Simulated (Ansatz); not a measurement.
**Honeycomb InSb monolayer in a perpendicular field**

Wanted: the out-of-plane response of the honeycomb InSb monolayer. A positive field points along +c.

Program: Ansatz 0.2.0. Level of theory: plane-wave DFT, PBE-D3(BJ), Ansatz PAW (set soft_1); PAW set soft_1. Results are calculated unless marked as measured.

Report form: the programs' logs are mostly left out.

## Step 1: The structure

The cell holds 2 atoms: 1 Sb and 1 In. Its edges and angles: a = 4.650 Å, b = 4.650 Å, c = 32.550 Å, α = 90.0°, β = 90.0°, γ = 120.0°. Vacuum lies along c.

## Step 2: Relaxing the slab

The starting cell is a guess, so the in-plane lattice and the atoms are relaxed first, with the slab cut off from its images along the normal.

Input file input.yaml:

```yaml
crystal:
  lattice:
    - [4.65, 0.0, 0.0]
    - [-2.325, 4.0270181276, 0.0]
    - [0.0, 0.0, 32.55]
  atoms:
    - { symbol: Sb, position: [0.6666666667, 0.3333333333, 0.4884792627] }
    - { symbol: In, position: [0.3333333333, 0.6666666667, 0.5115207373] }
  periodic: [true, true, false]
kpoints:
  mp_grid: { grid: [12, 12, 1] }
hamiltonian:
  xc: pbe
  dispersion: d3bj
  pseudopotentials: { kind: paw, azcp: { folder: soft_1 } }
scf:
  occupations: { method: fermi_dirac, width: 0.05 }
  convergence: { dr2_threshold: 1.0e-09 }
relax:
  f_tol: 0.004
  max_steps: 90
  cell: {}
output:
  write_potential: true
  write_density: true
  volumetric_format: npy
```

Command:

```
> ansatz run input.yaml --threads 2 --pin off --max-ram 3072MiB --backend cpu --events-out ev --progress --plain --runs-dir out
```

The job ended after 46 s (2 threads of Arm Neoverse V1, shared host; peak memory 0.72 GiB; 91 s of CPU time).

Step by step:

```tsv
step	energy less that of the first step (eV)	largest force component (eV/Å)	volume (Å³)
1	0.0000	0.0518	609.52
2	-0.0002	0.0483	608.54
3	-0.0006	0.0005	608.68
4*	-0.0006	0.0005	608.68
```

Relaxation steps marked * repeat the geometry before them on a plane-wave basis chosen anew for their cell, so energy and pressure can jump there.

The run keeps the 6 symmetry operations that it works with, so distortions that break them were not tested.

```tsv
cell as run	before	after	change
a (Å)	4.650	4.647	-0.1 %
b (Å)	4.650	4.647	-0.1 %
```

The atoms that moved most (Å, along periodic axes as changes of fractional coordinates times the final cell, across vacuum about the mean position):

```tsv
atom	dx	dy	dz	length
Sb1	0.000	0.000	-0.012	0.012
In2	0.000	0.000	0.012	0.012
```

The relaxed structure:

```xyz
2
Lattice="4.6468 0.0000 0.0000 -2.3234 4.0242 0.0000 0.0000 0.0000 32.5500" Properties=species:S:1:pos:R:3
Sb    2.3234    1.3414   15.8879
In    0.0000    2.6828   16.6621
```

The lattice constant a goes from 4.650 to 4.647 Å.

## Step 3: Single point, field 0

A sawtooth potential applies the field, turning back in the middle of the vacuum. With the dipole correction the typed value is the field outside the slab. The induced dipole is small, so the SCF threshold is tight.

The cell differs from the one that the last finished run ended in (c 32.550 → 18.774 Å).

Input file input.yaml:

```yaml
crystal:
  lattice:
    - [4.6467955713, 0.0, 0.0]
    - [-2.3233977856, 4.0242430109, 0.0]
    - [0.0, 0.0, 18.7742429354]
  atoms:
    - { symbol: Sb, position: [0.6666666667, 0.3333333333, 0.4793801823] }
    - { symbol: In, position: [0.3333333333, 0.6666666667, 0.5206198177] }
kpoints:
  mp_grid: { grid: [12, 12, 1] }
  band_path:
    path: [[0, 0, 0], [0.5, 0, 0], [0.33333333, 0.33333333, 0], [0, 0, 0]]
    npoints: 16
hamiltonian:
  xc: pbe
  dispersion: d3bj
  pseudopotentials: { kind: paw, azcp: { folder: soft_1 } }
scf:
  occupations: { method: fermi_dirac, width: 0.02585 }
  convergence: { dr2_threshold: 1.0e-10 }
efield:
  axis: 3
  dipole_correction: true
  ramp_position: 0.97
  ramp_width: 0.06
  amplitude: 0
output:
  dos: { projected: true, e_range: [-6, 5] }
  write_potential: true
  write_density: true
  volumetric_format: npy
  elf: true
```

Elapsed: 14 s, on 2 threads; peak memory 0.53 GiB.

Numbers from this step:

```yaml
dipole_along_the_normal: 0.07252 e·Å
gap_along_the_path: 0.7598 eV
smallest_direct_gap_along_the_path: 0.7598 eV
step_between_the_vacuum_levels: -0.7018 eV
ionisation_energy_upper_face: 4.420 eV
electron_affinity_upper_face: 3.660 eV
ionisation_energy_lower_face: 5.122 eV
gap_the_smaller_of_path_and_mesh: 0.7598 eV
```

Running mean over a fixed 2.8 Å (it still follows the layers) of the planar mean; the ramp of the sawtooth is left out. Table of electron's electrostatic potential energy less the Fermi level by z:

```tsv
z (Å)	electron's electrostatic potential energy less the Fermi level (eV)
3.0	4.73
3.5	4.73
4.0	4.73
4.5	4.73
5.0	4.73
5.5	4.71
6.0	4.65
6.5	4.43
7.0	3.66
7.5	1.99
8.0	-0.421
8.5	-2.76
9.0	-4.20
9.5	-4.55
10.0	-3.68
10.5	-1.81
11.0	0.576
11.5	2.49
12.0	3.55
12.5	3.89
13.0	3.99
13.5	4.02
14.0	4.03
14.5	4.03
15.0	4.03
15.5	4.03
```

The density of states has structure finer than the step of the table below, so its rows give means over 0.2 eV, whole bins alone (the curve runs from -6 to 2.35 eV). Peaks (eV: height): -5.39: 4.12, -5.31: 3.99, -1.48: 7.39, -0.87: 3.20, 1.00: 6.46, 1.58: 2.72, 1.77: 2.87.

Table of density of states by energy, zero at the Fermi level of the run, which the smearing sets inside the gap; means over each step:

```tsv
energy (eV)	density of states (states/eV a cell)
-5.6	0
-5.4	1.87
-5.2	1.83
-5.0	1.03
-4.8	0.799
-4.6	0.637
-4.4	0.577
-4.2	0.497
-4.0	0.443
-3.8	0.415
-3.6	0.389
-3.4	0.368
-3.2	0.350
-3.0	0.423
-2.8	0.515
-2.6	0.709
-2.4	0.769
-2.2	0.857
-2.0	0.944
-1.8	1.22
-1.6	2.22
-1.4	2.63
-1.2	3.04
-1.0	2.89
-0.8	2.53
-0.6	1.69
-0.4	0.249
-0.2	0
0.0	0
0.2	0
0.4	0.00940
0.6	0.0501
0.8	0.114
1.0	2.94
1.2	2.04
1.4	1.71
1.6	2.34
1.8	0.842
2.0	0.371
2.2	1.10
```

Projected DOS per atom over height of the atomic layer and energy from the Fermi level. Layers: Sb In from below.

Values in states/eV, 22 rows by 2 columns, each cell a mean:
```
0.21 0.68
0.56 0.41
0.95 0.91
0.84 1.40
0.03 0.03
0.00 0.00
0.00 0.00
0.72 0.17
1.94 0.70
1.74 0.86
1.48 0.84
0.58 0.37
0.45 0.31
0.29 0.27
0.18 0.20
0.18 0.20
0.21 0.22
0.25 0.28
0.31 0.38
0.52 0.70
0.52 0.78
0.00 0.00
```
Columns: height of the atomic layer (Å) from 9 to 9.77; rows upwards: energy from the Fermi level (eV) from -5.96 to 2.32.

The electronic bands at the labelled points (eV, zero at the Fermi level of the run, which the smearing sets inside the gap):

```tsv
point	band 12	band 13	band 14	band 15	band 16	band 17	band 18
Γ	-2.71	-0.39	-0.39	0.37	2.44	3.74	3.74
halfway	-3.85	-1.50	-1.06	1.55	2.44	4.06	4.71
M	-5.36	-1.55	-0.92	0.90	1.95	4.85	5.66
halfway	-5.38	-2.29	-0.68	0.99	3.04	4.58	5.34
K	-5.45	-2.76	-0.47	0.91	4.11	4.83	5.32
halfway	-4.14	-1.55	-1.36	1.79	3.02	3.62	4.64
Γ	-2.71	-0.39	-0.39	0.37	2.44	3.74	3.74
```

ELF in the ca plane at fractional y = 0.333, with atoms of Sb within 0.2 Å of it. It is the smooth field of the valence electrons, not physical close to the nuclei.

Ten even steps from '0' (0.00) to '9' (0.79), each cell a mean:
```
00000000000000024677766765310000000000000000
00000000000000147996434676421000000000000000
00000000000001258985102466421000000000000000
00000000000001258984101466421000000000000000
00000000000000247986323566421000000000000000
00000000000000125787666765320000000000000000
00000000000000001345666554310000000000000000
00000000000000000011233443210000000000000000
00000000000000000001233343210000000000000000
00000000000000001234555544210000000000000000
```
Columns run along c (18.8 Å), rows up along a (4.6 Å). Atoms in or near the plane, at fractional coordinates: Sb at (0.48, 0.67).

Electrostatic potential energy in the ca plane at fractional y = 0.333, with atoms of Sb within 0.2 Å of it. With pseudopotentials it is smooth inside the atoms' cores, unlike the true potential.

Ten even steps from '0' (-26 eV) to '9' (3 eV), each cell a mean:
```
99999999999999999998667899999999999999999999
99999999999999999984101689999999999999999999
99999999999999999970000289999999999999999999
99999999999999999960000279999999999999999999
99999999999999999983000589999999999999999999
99999999999999999997546899999999999999999999
99999999999999999999888899999999999999999999
99999999999999999999988889999999999999999999
99999999999999999999988889999999999999999999
99999999999999999999988899999999999999999999
```
Columns run along c (18.8 Å; values clipped at the 3rd and 97th percentile), rows up along a (4.6 Å). Atoms in or near the plane, at fractional coordinates: Sb at (0.48, 0.67).

Valence density in the ca plane at fractional y = 0.333, with atoms of Sb within 0.2 Å of it. It is the smooth field of the valence electrons, not physical close to the nuclei.

Ten steps, logarithmic in the rise over the least value, from '0' (0 e/Å³) to '9' (12 e/Å³), each cell a mean:
```
00000000000000000011222210000000000000000000
00000000000000000013564210000000000000000000
00000000000000000125897310000000000000000000
00000000000000000125998410000000000000000000
00000000000000000023675310000000000000000000
00000000000000000012232210000000000000000000
00000000000000000001111110000000000000000000
00000000000000000000011110000000000000000000
00000000000000000000011110000000000000000000
00000000000000000000111110000000000000000000
```
Columns run along c (18.8 Å), rows up along a (4.6 Å). Atoms in or near the plane, at fractional coordinates: Sb at (0.48, 0.67).

The gap is 0.76 eV, with the valence edge 4.42 eV and the conduction edge 3.66 eV under the upper vacuum level. Spin-orbit coupling, left out in this run, matters for the bands of elements this heavy.

## Step 4: Atoms held, field 0.1 V/Å

Changes to input.yaml since step 3:

```diff
@@ -23,7 +23,6 @@
   dipole_correction: true
-  ramp_position: 0.97
-  ramp_width: 0.06
-  amplitude: 0
+  ramp_position: 0.9531
+  ramp_width: 0.0953
+  amplitude: 0.1
 output:
-  dos: { projected: true, e_range: [-6, 5] }
   write_potential: true
@@ -31,2 +30 @@
   volumetric_format: npy
-  elf: true
```

Wall time 14 s (2 threads); peak memory 0.51 GiB.

The dipole is 0.110 e·Å, 0.0375 e·Å from its value without field, and the gap 0.753 eV.

## Step 5: Single point, field -0.1 V/Å

Changes to input.yaml since step 4:

```diff
@@ -25,3 +25,3 @@
   ramp_width: 0.0953
-  amplitude: 0.1
+  amplitude: -0.1
 output:
```

Run time: 16 s. Hardware: 2 threads; peak memory 0.5 GiB; 31 s of CPU time.

The dipole is 0.0349 e·Å, -0.0376 e·Å from its value without field, and the gap 0.767 eV.

## Step 6: Response, atoms held

This step: plane-wave DFT, PBE-D3(BJ), Ansatz PAW (set soft_1); response to a field along the normal, atoms held; PAW set soft_1 (Ansatz 0.2.0).

The dipoles give the slope, and the difference of two potentials shows where the field is screened.

This step gave:

- equivalent conductor thickness p/(ε₀AE): 3.636 Å
- distance between the outer atoms: 0.7742 Å

Dipole of the cell against applied field:

```tsv
applied field (V/Å)	dipole of the cell (e·Å)
-0.1000	0.0349
0.0000	0.0725
0.1000	0.110
```

Local field over the applied field, running mean. From the potentials at -0.1 and 0.1 V/Å; running mean over 2.5 Å. Local field over applied field against z:

```tsv
z (Å)	local field over applied field
4.11	0.998
4.40	0.997
4.69	0.994
4.99	0.990
5.28	0.982
5.57	0.968
5.87	0.945
6.16	0.909
6.45	0.856
6.75	0.782
6.89	0.737
7.19	0.639
7.48	0.535
7.77	0.431
8.07	0.334
8.36	0.244
8.65	0.165
8.95	0.103
9.24	0.0684
9.53	0.0689
9.83	0.103
10.12	0.162
10.41	0.239
10.71	0.330
11.00	0.430
11.29	0.538
11.59	0.647
11.88	0.746
12.03	0.790
12.32	0.861
12.61	0.912
12.91	0.946
13.20	0.968
13.49	0.981
13.79	0.989
14.08	0.994
14.37	0.997
14.67	0.998
```

Electrons, planar mean, per unit field. The induced electron density by z:

```tsv
z (Å)	induced electron density (e/Å³ per V/Å)
4.11	7.0e-6
4.40	1.3e-5
4.84	3.5e-5
5.13	6.5e-5
5.57	1.6e-4
5.87	2.8e-4
6.31	6.1e-4
6.60	1.0e-3
7.04	0.00193
7.33	0.00273
7.77	0.00350
8.07	0.00297
8.51	8.5e-4
8.80	2.0e-4
9.24	6.8e-5
9.53	3.7e-4
9.97	2.2e-5
10.27	-0.00139
10.71	-0.00342
11.00	-0.00355
11.44	-0.00257
11.73	-0.00179
12.17	-9.4e-4
12.47	-5.8e-4
12.91	-2.7e-4
13.20	-1.6e-4
13.64	-7.0e-5
13.93	-3.9e-5
14.37	-1.6e-5
14.67	-8.6e-6
```

The smaller of the gaps on the path and on the k-mesh, counted as 0 under 0.03 eV. Table of gap by applied field:

```tsv
applied field (V/Å)	gap (eV)
-0.1000	0.767
0.0000	0.760
0.1000	0.752
```

By hand: between -0.1 and 0.1 V/Å the dipole changes by 0.07514 e·Å, a slope of 0.3757 e·Å²/V. A perfect conductor of thickness t has p = ε₀AEt, so t = 180.95 × 0.3757 / 18.700 = 3.64 Å (e/ε₀ = 180.95 V·Å, A in Å²).

The induced dipole is that of a conductor 3.64 Å thick.

## Step 7: Results

| Item | Value |
| --- | --- |
| gap without field | 0.760 eV |
| ionisation energy, upper face | 4.42 eV |
| electron affinity, upper face | 3.66 eV |
| step between the vacuum levels | -0.702 eV |
| equivalent conductor thickness, atoms held | 3.64 Å |

What this shows: The induced dipole equals that of a perfect conductor 3.64 Å thick, while the outer atoms lie 0.77 Å apart; an out-of-plane ε follows only once a thickness t is chosen, by 1 − 1/ε = 3.64 Å / t. The two faces differ: the vacuum level above lies 0.70 eV lower than the one below. The gap stays within 0.01 eV of 0.76 eV over the fields run, up to 0.1 V/Å in size. Semilocal functionals give gaps that are too small, and excitons are not included. Spin-orbit coupling is left out, which matters for the bands of elements this heavy.

[Logs are printed without paths, hosts, clocks, repeated set-up lines and the standing remarks that a program may print on its own settings, such as how far it seeks lower states.]

[Hosts, paths, dates, database ids (printed as entryN), source tags and the programs' standing remarks are cut or masked in the printed files.]

[Maps of the electrostatic potential energy from Ansatz leave out the sawtooth potential of an applied field or a dipole correction, so their vacuum need not be flat; planar profiles and work functions include it.]

[The density of states shown here was stored with 400 of the rows of the run's finer table, so its peaks can read low, often by over a quarter, or be missed, and its means over a window can be off by a tenth or more.]
